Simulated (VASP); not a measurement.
# InP (F-43m) in VASP: a series of runs

The runs below take InP through single point, with PBE.

Program: VASP 6.6.1. These are calculated values, not measurements. Logs are shortened: lines on timing, memory, paths and dates and some standing lists are left out, and cuts for length are marked.

### Step 1. Starting point

The structure is cubic, space group F-43m (No. 216). The conventional cell has a = 5.861 Å, b = 5.861 Å, c = 5.861 Å, α = 90.00°, β = 90.00°, γ = 90.00°. Around In (site symmetry -43m) lie 4 P at 2.54 Å. P (site symmetry -43m) is surrounded by 4 In at 2.54 Å.

### Step 2. Single point, PBE

INCAR reads:

```
PREC = Accurate ; ENCUT = 1100
EDIFF = 1E-7 ; ISMEAR = 0
SIGMA = 0.05 ; LREAL = False
LASPH = True ; NELM = 100
ALGO = Normal ; ISIF = 2
LWAVE = False ; LCHARG = False
GGA = PE ; NBANDS = 16
ADDGRID = False
```

KPOINTS reads:

```
regular mesh
0
Gamma
  11 11 11
```

POSCAR reads:

```
InP
1.0
    0.0000000000      2.9305000000      2.9305000000
    2.9305000000      0.0000000000      2.9305000000
    2.9305000000      2.9305000000      0.0000000000
In P
1 1
Direct
    0.0000000000      0.0000000000      0.0000000000
    0.7500000000      0.7500000000      0.7500000000
```

Potentials or basis: VASP PAW PBE potentials, release 64 (In_d, P_h).

Launch:

```
cat potpaw_PBE.64/In_d/POTCAR potpaw_PBE.64/P_h/POTCAR > POTCAR
mpirun -np 1 vasp_std > vasp.out
```

OUTCAR:

```text
PREC = Accurate
   ENCUT = 1100
   EDIFF = 1E-7
   ISMEAR = 0
   LREAL = False
   LASPH = True
   NELM = 100
   ISIF = 2
   GGA = PE

 Found     56 irreducible k-points:

 Following reciprocal coordinates:
            Coordinates               Weight
  0.000000  0.000000  0.000000      1.000000
  0.090909  0.000000  0.000000      8.000000
  0.181818  0.000000  0.000000      8.000000
  0.272727  0.000000  0.000000      8.000000
  0.363636  0.000000  0.000000      8.000000
  0.454545  0.000000  0.000000      8.000000
   k-points           NKPTS =     56   k-points in BZ     NKDIM =     56   number of bands    NBANDS=     16
   number of dos      NEDOS =    301   number of ions     NIONS =      2
   total plane-waves  NPLWV = 110592
   dimension x,y,z NGX =    48 NGY =   48 NGZ =   48
   dimension x,y,z NGXF=    96 NGYF=   96 NGZF=   96
   ions per type =               1   1
   NGX,Y,Z   is equivalent  to a cutoff of  19.25, 19.25, 19.25 a.u.
   NGXF,Y,Z  is equivalent  to a cutoff of  38.51, 38.51, 38.51 a.u.
 SYSTEM =  unknown system
   PREC   = accura    normal or accurate (medium, high low for compatibility)
   ISTART =      0    job   : 0-new  1-cont  2-samecut
   ICHARG =      2    charge: 1-file 2-atom 10-const
   ISPIN  =      1    spin polarized calculation?
   LNONCOLLINEAR =      F non collinear calculations
   LSORBIT =      F    spin-orbit coupling
   LASPH  =      T    aspherical Exc in radial PAW
   ENCUT  = 1100.0 eV  80.85 Ry    8.99 a.u.  11.21 11.21 11.21*2*pi/ulx,y,z
   NELM   =    100;   NELMIN=  2; NELMDL= -5     # of ELM steps
   EDIFF  = 0.1E-06   stopping-criterion for ELM
   LREAL  =      F    real-space projection
   EDIFFG = 0.1E-05   stopping-criterion for IOM
   NSW    =      0    number of steps for IOM
   IBRION =     -1    ionic relax: 0-MD 1-quasi-New 2-CG
   NFREE  =      0    steps in history (QN), initial steepest desc. (CG)
   ISIF   =      2    stress and relaxation
   ISYM   =      2    0-nonsym 1-usesym 2-fastsym
   POTIM  = 0.5000    time-step for ionic-motion
   TEBEG  =    0.0;   TEEND  =   0.0 temperature during run
   PSTRESS=    0.0 pullay stress
   NELECT =      18.0000    total number of electrons
   NUPDOWN=      -1.0000    fix difference up-down
   EMIN   =  10.00;   EMAX   =-10.00  energy-range for DOS
   EFERMI =   0.00;   METHOD = LEGACY
   ISMEAR =     0;   SIGMA  =   0.05  broadening in eV -4-tet -1-fermi 0-gaus
   EFERMI_NEDOS =   21; number of points for ismear=-14 and -15
   IALGO  =     38    algorithm
   IMIX   =      4    mixing-type and parameters
     AMIX     =   0.40;   BMIX     =  1.00
     AMIX_MAG =   1.60;   BMIX_MAG =  1.00
  volume/ion in A,a.u.               =      25.17       169.83
  Fermi-wavevector in a.u.,A,eV,Ry     =   1.162021  2.195901 18.371846  1.350293
  Thomas-Fermi vector in A             =   2.298587
   LORBIT       =      0    0 simple, 1 ext, 2 COOP (PROOUT), +10 PAW based schemes
   GGA     = PE    functional components
   LHFCALC =     F    Hartree Fock is set to
   AEXX    =    0.0000 exact exchange contribution
   IVDW    =     0    specifies the selected vdW correction
   LEPSILON=     F    determine dielectric tensor
   LRPA    =     F    only Hartree local field effects (RPA)
 non-spin polarized calculation
 Gauss-broadening in eV      SIGMA  =   0.05
  energy-cutoff  :     1100.00
  volume of cell :       50.33
 maximum number of plane-waves:      4279
 NGX is ok and might be reduce to    48
   NGX = 23   NGY = 23   NGZ = 23

 number of electron      18.0000000 magnetization

 Free energy of the ion-electron system (eV)
  ---------------------------------------------------
  ext. energy  EPLUGINS =         0.00000000
  ---------------------------------------------------
  free energy    TOTEN  =        -8.38432586 eV

  energy without entropy =       -8.38432586  energy(sigma->0) =       -8.38432586

 E-fermi :   5.6595     XC(G=0):  -9.3216

 val. band max:        5.3952727010   @ k =   0.0000   0.0000   0.0000
 cond. band min:       6.1075671080   @ k =   0.0000   0.0000   0.0000
 fundamental gap:      0.7122944070
 Fermi energy:         5.6595366551

 k-point     1 :       0.0000    0.0000    0.0000
  band No.  band energies     occupation
      1      -8.7890      2.00000
      2      -8.7890      2.00000
      3      -8.7890      2.00000
      4      -8.6368      2.00000
      5      -8.6368      2.00000
      6      -6.1220      2.00000
[... 8 lines left out ...]
     15      14.8244      0.00000
     16      14.8244      0.00000

 k-point     2 :       0.0909    0.0000    0.0000
  band No.  band energies     occupation
      1      -8.7994      2.00000
      2      -8.7849      2.00000
      3      -8.7849      2.00000
      4      -8.6369      2.00000
      5      -8.6369      2.00000
      6      -6.0269      2.00000
[... 8 lines left out ...]
     15      14.4016      0.00000
     16      14.4613      0.00000

 k-point     3 :       0.1818    0.0000    0.0000
  band No.  band energies     occupation
      1      -8.8264      2.00000
      2      -8.7746      2.00000
      3      -8.7746      2.00000
      4      -8.6361      2.00000
      5      -8.6361      2.00000
      6      -5.7513      2.00000
[... 8 lines left out ...]
     15      13.9600      0.00000
     16      14.8517      0.00000

 k-point     4 :       0.2727    0.0000    0.0000
  band No.  band energies     occupation
      1      -8.8599      2.00000
      2      -8.7629      2.00000
      3      -8.7629      2.00000
      4      -8.6332      2.00000
      5      -8.6332      2.00000
      6      -5.3286      2.00000
[... 8 lines left out ...]
     15      14.0601      0.00000
     16      14.4392      0.00000

 k-point     5 :       0.3636    0.0000    0.0000
  band No.  band energies     occupation
      1      -8.8893      2.00000
      2      -8.7545      2.00000
      3      -8.7545      2.00000
      4      -8.6281      2.00000
      5      -8.6281      2.00000
      6      -4.8368      2.00000
[... 8 lines left out ...]
     15      14.7781      0.00000
     16      14.7781      0.00000

 k-point     6 :       0.4545    0.0000    0.0000
  band No.  band energies     occupation
      1      -8.9062      2.00000
      2      -8.7506      2.00000
      3      -8.7506      2.00000
      4      -8.6239      2.00000
      5      -8.6239      2.00000
      6      -4.4564      2.00000
[... 8 lines left out ...]
     15      15.7724      0.00000
     16      15.7724      0.00000

 [... further k-points ...]

------------------------ aborting loop because EDIFF is reached ----------------------------------------

  FORCE on cell =-STRESS in cart. coord.  units (eV):
  Direction    XX          YY          ZZ          XY          YZ          ZX
  --------------------------------------------------------------------------------------
  -------------------------------------------------------------------------------------
  Total        1.0484651      1.0484651      1.0484651      0.0000000      0.0000000      0.0000000
  in kB       33.3740851     33.3740851     33.3740851      0.0000000      0.0000000      0.0000000
  external PRESSURE =      33.3740851 kB  Pullay stress =       0.0000000 kB

 VOLUME and BASIS-vectors are now :
 -----------------------------------------------------------------------------
  energy-cutoff  :     1100.00
  volume of cell :       50.33
      direct lattice vectors                 reciprocal lattice vectors
     0.000000000  2.930500000  2.930500000    -0.170619348  0.170619348  0.170619348
     2.930500000  0.000000000  2.930500000     0.170619348 -0.170619348  0.170619348
     2.930500000  2.930500000  0.000000000     0.170619348  0.170619348 -0.170619348

 POSITION                                       TOTAL-FORCE (eV/Angst)
 -----------------------------------------------------------------------------------
      0.00000      0.00000      0.00000         0.000000      0.000000      0.000000
      4.39575      4.39575      4.39575        -0.000000     -0.000000     -0.000000
 -----------------------------------------------------------------------------------
    total drift:                                0.000000      0.000000      0.000000

  FREE ENERGIE OF THE ION-ELECTRON SYSTEM (eV)
  ---------------------------------------------------
  free  energy   TOTEN  =        -8.3843258594 eV

  energy  without entropy=       -8.3843258594  energy(sigma->0) =       -8.38432586
```

OSZICAR:

```text
N       E                     dE             d eps       ncg     rms          rms(c)
DAV:   1     0.139119025838E+03    0.13912E+03   -0.12758E+04  1792   0.213E+03
DAV:   2     0.932259919816E+00   -0.13819E+03   -0.13176E+03  1920   0.415E+02
DAV:   3    -0.850510952231E+01   -0.94374E+01   -0.93763E+01  2344   0.915E+01
DAV:   4    -0.878831016233E+01   -0.28320E+00   -0.28305E+00  2368   0.156E+01
DAV:   5    -0.880189016743E+01   -0.13580E-01   -0.13580E-01  2736   0.309E+00    0.507E+00
DAV:   6    -0.841083339431E+01    0.39106E+00   -0.61508E-01  2760   0.130E+01    0.272E+00
DAV:   7    -0.838323529637E+01    0.27598E-01   -0.17551E-01  2608   0.326E+00    0.866E-01
DAV:   8    -0.838349388421E+01   -0.25859E-03   -0.16742E-02  2264   0.155E+00    0.242E-01
DAV:   9    -0.838405744594E+01   -0.56356E-03   -0.14395E-03  2408   0.552E-01    0.144E-01
DAV:  10    -0.838428888443E+01   -0.23144E-03   -0.32496E-04  2248   0.125E-01    0.639E-02
DAV:  11    -0.838432544204E+01   -0.36558E-04   -0.81192E-05  2240   0.811E-02    0.340E-02
DAV:  12    -0.838432567937E+01   -0.23733E-06   -0.60780E-06  2008   0.199E-02    0.594E-03
DAV:  13    -0.838432588256E+01   -0.20319E-06   -0.10877E-06  2480   0.683E-03    0.244E-03
DAV:  14    -0.838432585938E+01    0.23177E-07   -0.27405E-07  2136   0.355E-03
   1 F= -.83843259E+01 E0= -.83843259E+01  d E =-.469544E-16
```

It took 88 s on 1 thread of Intel Xeon Platinum 8488C (Sapphire Rapids), shared host; peak memory 0.4 GiB.

These settings aren't checked as converged: the numbers below hold their error.

What came out:

* Free energy: -8.3843 eV
* Pressure: 3.3 GPa
* Band gap on the k mesh: 0.71 eV, direct

Caveat: spin-orbit coupling is left out, which moves the levels of the heavy elements.

### Step 3. Single point, PBE

INCAR: that of step 2 with these lines changed.

```diff
@@ -1,2 +1,2 @@
-PREC = Accurate ; ENCUT = 1100
+PREC = Accurate ; ENCUT = 1400
 EDIFF = 1E-7 ; ISMEAR = 0
```

KPOINTS reads:

```
regular mesh
0
Gamma
  10 10 10
```

POSCAR is that of step 2.

Potentials or basis: VASP PAW PBE potentials, release 64 (In_d, P_h).

Launch:

```
cat potpaw_PBE.64/In_d/POTCAR potpaw_PBE.64/P_h/POTCAR > POTCAR
mpirun -np 1 vasp_std > vasp.out
```

OUTCAR:

```text
PREC = Accurate
   ENCUT = 1400
   EDIFF = 1E-7
   ISMEAR = 0
   LREAL = False
   LASPH = True
   NELM = 100
   ISIF = 2
   GGA = PE

 Found     47 irreducible k-points:

 Following reciprocal coordinates:
            Coordinates               Weight
  0.000000  0.000000  0.000000      1.000000
  0.100000  0.000000  0.000000      8.000000
  0.200000  0.000000  0.000000      8.000000
  0.300000  0.000000  0.000000      8.000000
  0.400000  0.000000  0.000000      8.000000
  0.500000  0.000000  0.000000      4.000000
   k-points           NKPTS =     47   k-points in BZ     NKDIM =     47   number of bands    NBANDS=     16
   number of dos      NEDOS =    301   number of ions     NIONS =      2
   total plane-waves  NPLWV = 157464
   dimension x,y,z NGX =    54 NGY =   54 NGZ =   54
   dimension x,y,z NGXF=   108 NGYF=  108 NGZF=  108
   ions per type =               1   1
   NGX,Y,Z   is equivalent  to a cutoff of  21.66, 21.66, 21.66 a.u.
   NGXF,Y,Z  is equivalent  to a cutoff of  43.32, 43.32, 43.32 a.u.
 SYSTEM =  unknown system
   PREC   = accura    normal or accurate (medium, high low for compatibility)
   ISTART =      0    job   : 0-new  1-cont  2-samecut
   ICHARG =      2    charge: 1-file 2-atom 10-const
   ISPIN  =      1    spin polarized calculation?
   LNONCOLLINEAR =      F non collinear calculations
   LSORBIT =      F    spin-orbit coupling
[... 57 lines left out ...]
 fundamental gap:      0.7121951083
 Fermi energy:         5.6056834150

 k-point     1 :       0.0000    0.0000    0.0000
  band No.  band energies     occupation
      1      -8.7891      2.00000
      2      -8.7891      2.00000
      3      -8.7891      2.00000
      4      -8.6369      2.00000
      5      -8.6369      2.00000
      6      -6.1219      2.00000
[... 91 lines left out ...]
      3      -8.7502      2.00000
      4      -8.6233      2.00000
      5      -8.6233      2.00000
      6      -4.3974      2.00000
[... 8 lines left out ...]
     15      16.0135      0.00000
     16      16.0135      0.00000

 [... further k-points ...]

------------------------ aborting loop because EDIFF is reached ----------------------------------------

  FORCE on cell =-STRESS in cart. coord.  units (eV):
  Direction    XX          YY          ZZ          XY          YZ          ZX
  --------------------------------------------------------------------------------------
  -------------------------------------------------------------------------------------
  Total        1.0477829      1.0477829      1.0477829      0.0000000     -0.0000000     -0.0000000
  in kB       33.3523702     33.3523702     33.3523702      0.0000000     -0.0000000     -0.0000000
  external PRESSURE =      33.3523702 kB  Pullay stress =       0.0000000 kB

 VOLUME and BASIS-vectors are now :
 -----------------------------------------------------------------------------
  energy-cutoff  :     1400.00
  volume of cell :       50.33
      direct lattice vectors                 reciprocal lattice vectors
     0.000000000  2.930500000  2.930500000    -0.170619348  0.170619348  0.170619348
     2.930500000  0.000000000  2.930500000     0.170619348 -0.170619348  0.170619348
     2.930500000  2.930500000  0.000000000     0.170619348  0.170619348 -0.170619348

 POSITION                                       TOTAL-FORCE (eV/Angst)
 -----------------------------------------------------------------------------------
      0.00000      0.00000      0.00000        -0.000000     -0.000000     -0.000000
      4.39575      4.39575      4.39575         0.000000      0.000000      0.000000
 -----------------------------------------------------------------------------------
    total drift:                                0.000000      0.000000      0.000000

  FREE ENERGIE OF THE ION-ELECTRON SYSTEM (eV)
  ---------------------------------------------------
  free  energy   TOTEN  =        -8.3840126483 eV

  energy  without entropy=       -8.3840126483  energy(sigma->0) =       -8.38401265
```

stdout:

```text
POSCAR found type information on POSCAR InP
 POSCAR found :  2 types and       2 ions
 scaLAPACK will be used
 LDA part: xc-table for (Slater+PW92), standard interpolation
 POSCAR, INCAR and KPOINTS ok, starting setup
 FFT: planning ... GRIDC
 FFT: planning ... GRID_SOFT
 FFT: planning ... GRID
 WAVECAR not read
 entering main loop
```

Run time: 2.2 min. Hardware: 1 thread of Intel Xeon Platinum 8488C (Sapphire Rapids), shared host; peak memory 0.49 GiB.

These settings aren't checked as converged: the numbers below hold their error.

What came out:

| Item | Value |
| --- | --- |
| Free energy | -8.3840 eV |
| Pressure | 3.3 GPa |
| Band gap on the k mesh | 0.71 eV, direct |

Caveat: spin-orbit coupling is left out, which moves the levels of the heavy elements.

### Step 4. The reference run

An earlier run on the cell as given: functional PBEsol; potentials or basis VASP PAW PBE potentials, release 64 (In_d, P); cutoff 520 eV; k mesh 8 × 8 × 8; occupations fermi-dirac, width 0.05 eV; no spin polarisation.

- Pressure: 0.6 GPa
- Band gap on the k mesh: 0.61 eV, direct
